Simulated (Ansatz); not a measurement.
B, bcc: geometry optimisation

Method: DFT, revPBE, plane waves (420 eV) with PAW, scalar-relativistic (Ansatz). The PAW files were generated under PBE, with cores re-solved for the functional.

k-point mesh 18×18×18, Fermi-Dirac smearing 0.1 eV, no spin polarisation. Cell and atoms relax.

Starting structure:

```yaml
crystal:
  lattice:
    - [-1.1789190289, 1.1789190289, 1.1789190289]
    - [1.1789190289, -1.1789190289, 1.1789190289]
    - [1.1789190289, 1.1789190289, -1.1789190289]
  atoms:
    - { symbol: B, position: [0.0, 0.0, 0.0] }
hamiltonian:
  xc: revpbe
  pseudopotentials:
    kind: paw
    azcp:
      B: "pseudopotentials/B.paw.azcp"
basis:
  ecutwfc: 420
  fft_grid_basis: typed
kpoints:
  mp_grid: { grid: [18, 18, 18], shift: [0, 0, 0] }
magnetization:
  spin_polarized: false
scf:
  occupations: { method: fermi_dirac, width: 0.1 }
relax:
  max_steps: 60
  f_tol: 0.01
  cell: {}
```

Task: The pressure at the start is -9.6 GPa. By how much does the volume change?

Result: From 6.55 to 6.23 Å³ per atom, -4.9 %. The final cell has a = 2.319 Å.

Task: How much energy does the relaxation gain?

Result: 10.0 meV per atom.

Path of the relaxation (the plane waves are chosen anew near the end, which can shift the energy a little):

```tsv
step	E − E(final) (meV/atom)	V (Å³/atom)	P (GPa)	max force (eV/Å)
0	10.03	6.554	-9.55	0.000
1	2.68	6.403	-5.38	0.000
2	-0.51	6.219	0.62	0.000
3	-0.51	6.237	-0.03	0.000
4	0.00	6.237	-0.12	0.000
5	-0.01	6.234	0.00	0.000
6	0.00	6.234	0.00	0.000
```
